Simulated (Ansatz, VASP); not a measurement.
One calculation of TiC, two programs

```
CELL_PARAMETERS angstrom
2.94227 0.00000 0.00000
-1.47113 2.54808 0.00000
0.00000 0.00000 2.65166
ATOMIC_POSITIONS crystal
Ti 0.00000 0.00000 0.00000
C 0.33333 0.66667 0.50000
```

Alike in both runs: functional PBE; k mesh 16 × 16 × 14; occupations fermi-dirac, width 0.08 eV; no spin polarisation.

Ansatz relaxed the structure, and its values are those at the end. VASP's run is a single point on that final structure, the one shown.

|  | VASP | Ansatz |
| --- | --- | --- |
| version | VASP 6.6.1 | Ansatz 0.2.0 |
| potentials or method | VASP PAW PBE potentials, release 64 (Ti_sv, C) | PAW with Ansatz's default frozen-core files, scalar-relativistic |
| plane-wave cutoff (eV) | 520 | 420 |
| valence electrons in the cell | 16 | 16 |

VASP gave:

```
pressure (GPa) : 21.1
```

Problem. Estimate Ansatz's values.

Solution. Pressure (GPa): 21.0.

Caveats: so large a pressure means that the cell lies far from this level's equilibrium, or that cutoff or potentials fall short (VASP).
